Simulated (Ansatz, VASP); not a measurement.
**PtS2 in VASP and in Ansatz**

```
CELL_PARAMETERS angstrom
3.55262 0.00000 0.00000
-1.77631 3.07666 0.00000
0.00000 0.00000 5.12283
ATOMIC_POSITIONS crystal
Pt 0.00000 0.00000 0.00000
S 0.33333 0.66667 0.23925
S 0.66667 0.33333 0.76075
```

Alike in both runs: task single point; functional r2SCAN; k mesh 6 × 6 × 4; no spin polarisation.

|  | VASP | Ansatz |
| --- | --- | --- |
| version | VASP 6.6.1 | Ansatz 0.2.0 |
| potentials or method | VASP PAW PBE potentials, release 64 (Pt, S) | plane waves, PAW |
| plane-wave cutoff (eV) | 520 | 500 |
| occupations | gaussian, width 0.01 eV | fixed |
| valence electrons in the cell | 22 | 30 |

```csv
,VASP,Ansatz,Ansatz less VASP
gap on the k mesh at the Fermi level (eV),0.98,0.99,+0.004
pressure (GPa),1.2,1.3,+0.08
largest component of the traceless stress (GPa),0.05,0.07,+0.017
rms of the force components (eV/Å),0.023,0.020,-0.0024
```

Atom by atom the forces differ by 0.002 eV/Å (rms over components). The two sets of potentials don't hold the same shells in valence.

Caveats: the PAW data sets were made with another functional, which shifts forces and pressure a little (VASP); spin-orbit coupling is left out, which moves the levels of the heavy elements. A k mesh can miss the band edges. r2SCAN opens gaps a little over a GGA but as a rule still falls short of measured ones.
